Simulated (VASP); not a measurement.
# AgCl: molecular dynamics at constant energy

AgCl, Fm-3m (no. 225), 8 atoms in the cell. PBE, molecular dynamics; PAW potentials Ag, Cl (PBE set).

Ensemble: NVE; Starting temperature (K): 1600.

## Input

INCAR:
```
SYSTEM = AgCl
ALGO     = Normal         ! electronic algorithm
ANDERSEN_PROB= 0.0          
EDIFF    = 1E-6           ! SCF threshold, eV
ENCUT    = 260            ! plane-wave cutoff, eV
GGA      = PE             ! functional
IBRION   = 0              ! ionic algorithm
ISIF     = 2              ! what is computed and relaxed
ISMEAR   = 0              ! smearing method
ISYM     = 0            
KPAR     = 2            
LASPH    = .True.         ! aspherical terms in the spheres
LCHARG   = .False.        ! write CHGCAR
LREAL    = Auto         
LWAVE    = .False.        ! write WAVECAR
MDALGO   = 1            
NELM     = 60             ! most SCF steps
NELMIN   = 4            
NSW      = 60             ! ionic steps
POTIM    = 2.0            ! step
PREC     = Normal         ! precision mode
RANDOM_SEED= 826439 0 0   
SIGMA    = 0.05           ! smearing width, eV
TEBEG    = 1600          
```

KPOINTS:
```
k-points
0
Monkhorst-Pack
  2 2 2
```

POSCAR:
```
AgCl
1.0
    5.4700000000      0.0000000000      0.0000000000
    0.0000000000      5.4700000000      0.0000000000
    0.0000000000      0.0000000000      5.4700000000
Ag Cl
4 4
Direct
    0.0000000000      0.0000000000      0.0000000000
    0.0000000000      0.5000000000      0.5000000000
    0.5000000000      0.0000000000      0.5000000000
    0.5000000000      0.5000000000      0.0000000000
    0.5000000000      0.0000000000      0.0000000000
    0.5000000000      0.5000000000      0.5000000000
    0.0000000000      0.0000000000      0.5000000000
    0.0000000000      0.5000000000      0.0000000000
```

Commands:
```
cat potpaw_PBE.64/Ag/POTCAR potpaw_PBE.64/Cl/POTCAR > POTCAR
mpirun -np 2 vasp_std > vasp.out
```

## Result

- Rise of the mean potential energy above the start (meV/atom): 52.9
- Mean temperature (K): 1133
- Electronic steps per ionic step after the first: 4.2

Course of the run:

| Time (fs) | Temperature (K) | Potential energy less the first (meV/atom) |
|---|---|---|
| 2 | 1600 | 0.0 |
| 12 | 1524 | 8.6 |
| 20 | 1364 | 26.8 |
| 30 | 1100 | 56.6 |
| 38 | 924 | 76.6 |
| 48 | 856 | 84.3 |
| 56 | 926 | 76.3 |
| 66 | 1070 | 60.0 |
| 74 | 1163 | 49.5 |
| 84 | 1211 | 44.1 |
| 92 | 1192 | 46.3 |
| 102 | 1107 | 55.9 |
| 110 | 1007 | 67.2 |
| 120 | 884 | 81.1 |

The mean temperature lies below the starting 1600 K, since the atoms start on their sites and part of their kinetic energy turns into potential energy.

REPORT:
```
MDALGO =   1
         ANDERSEN_PROB =  0.00000000
               SCALING =       0
                 CNEXP =     9.000   14.000
           RANDOM_SEED =            826439                0                0

   original number of atomic DOF:         21
   number of independent constraints:      0
   number of active DOF:                  21

========================================
         MD step No.       1
========================================

  Atomic velocities initialized by STEP_tb

  >Energies
                    E_tot             E_pot             E_kin               EPS                ES
   e_b>   -0.19912057E+02   -0.21359777E+02    0.14477208E+01    0.00000000E+00    0.00000000E+00

  >Temperature
               T_sim     T_inst
   tmprt>   1600.000   1600.000

  >Thermostat, num. of collisions:                0

           RANDOM_SEED =            826439               96                0

[... steps left out ...]

========================================
         MD step No.      60
========================================

  >Energies
                    E_tot             E_pot             E_kin               EPS                ES
   e_b>   -0.19910467E+02   -0.20710767E+02    0.80030007E+00    0.00000000E+00    0.00000000E+00

  >Temperature
               T_sim     T_inst
   tmprt>   1600.000    884.480

  >Thermostat, num. of collisions:                0

           RANDOM_SEED =            826439             2928                0
```

OSZICAR:
```
N       E                     dE             d eps       ncg     rms          rms(c)
DAV:   1     0.329717767228E+03    0.32972E+03   -0.24259E+04   376   0.892E+02
DAV:   2    -0.333150493030E+01   -0.33305E+03   -0.32533E+03   388   0.242E+02
DAV:   3    -0.218298961590E+02   -0.18498E+02   -0.18393E+02   408   0.579E+01
DAV:   4    -0.220571138895E+02   -0.22722E+00   -0.22685E+00   368   0.736E+00
DAV:   5    -0.220610317201E+02   -0.39178E-02   -0.39175E-02   380   0.948E-01    0.140E+01
DAV:   6    -0.213818165057E+02    0.67922E+00   -0.17954E+00   423   0.928E+00    0.911E+00
DAV:   7    -0.213685897341E+02    0.13227E-01   -0.63671E-01   388   0.346E+00    0.340E+00
DAV:   8    -0.213593305179E+02    0.92592E-02   -0.40333E-02   350   0.115E+00    0.492E-01
DAV:   9    -0.213595374027E+02   -0.20688E-03   -0.63704E-03   388   0.527E-01    0.761E-02
DAV:  10    -0.213596893160E+02   -0.15191E-03   -0.18092E-04   359   0.706E-02    0.467E-02
DAV:  11    -0.213597780234E+02   -0.88707E-04   -0.10434E-04   344   0.639E-02    0.168E-02
DAV:  12    -0.213597771511E+02    0.87236E-06   -0.15030E-05   394   0.365E-02    0.489E-03
[... left out ...]
     58 T=   930. E= -.19910544E+02 F= -.20751980E+02 E0= -.20751980E+02  EK= 0.84144E+00 SP= 0.00E+00 SK= 0.00E+00
     59 T=   906. E= -.19910502E+02 F= -.20730497E+02 E0= -.20730497E+02  EK= 0.81999E+00 SP= 0.00E+00 SK= 0.00E+00
[... last step whole ...]
       N       E                     dE             d eps       ncg     rms          rms(c)
DAV:   1    -0.207107561377E+02    0.19740E-01   -0.81997E-03   475   0.138E+00    0.122E-02
DAV:   2    -0.207107668119E+02   -0.10674E-04   -0.12015E-04   344   0.563E-02    0.847E-03
DAV:   3    -0.207107668968E+02   -0.84956E-07   -0.10584E-06   216   0.635E-03    0.533E-03
DAV:   4    -0.207107668933E+02    0.35116E-08   -0.17953E-07   181   0.223E-03
     60 T=   884. E= -.19910467E+02 F= -.20710767E+02 E0= -.20710767E+02  EK= 0.80030E+00 SP= 0.00E+00 SK= 0.00E+00
```

Limits: 120 fs of 8 atoms are too short for converged averages; the cell is only 5.5 Å across, so each atom moves in step with near copies of itself.

VASP 6.6.1 took 159 s on 2 cores (Intel Xeon Platinum 8488C (Sapphire Rapids)), a shared host.
